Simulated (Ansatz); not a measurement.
# Phases of PbS at 0.011 GPa

Structure types of PbS are relaxed in primitive cells with their symmetry kept at 0.011 GPa, on PAW files; LAPW relaxes the small cells further and takes the PAW cell for the others (marked *). The enthalpy is E + pV at zero temperature, without zero-point motion. Only the types listed were tried, and differences under about 5 meV/atom are mesh noise. The real phase may be another.

Computed with Ansatz 0.2.0; functional PBE, scalar-relativistic. Settings: Fermi–Dirac smearing of 0.1 eV, no spin polarisation. Methods: LAPW: all electrons, basis error target 0.5 meV/atom; PAW: frozen-core files, cutoff 420 eV.

k meshes: rocksalt 12×12×12, CsCl 12×12×12, zincblende 11×11×11, wurtzite 8×8×5, NiAs 9×9×5.

Spin–orbit coupling is left out, which matters for the heavy atoms.

**Question.** Which type is lowest in enthalpy, and by how much?

**Answer.** rocksalt, 60 meV/atom below NiAs. The whole table:

| start type | ends as | a, b, c (Å) | V (Å³/atom) | H − H(lowest), LAPW (meV/atom) | same, PAW |
| --- | --- | --- | --- | --- | --- |
| rocksalt | rocksalt, Fm-3m | 6.008, 6.008, 6.008 | 27.11 | 0.0 | 0.0 |
| CsCl | CsCl, Pm-3m | 3.652, 3.652, 3.652 | 24.36 | 254.9 | 255.0 |
| zincblende | zincblende, F-43m | 6.646, 6.646, 6.646 | 36.70 | 181.4 | 181.3 |
| wurtzite* | flat h-MgO, P6_3/mmc | 5.032, 5.032, 6.015 | 32.98 | 74.5 | 74.5 |
| NiAs* | NiAs, P6_3/mmc | 4.154, 4.154, 7.357 | 27.48 | 60.5 | 60.5 |
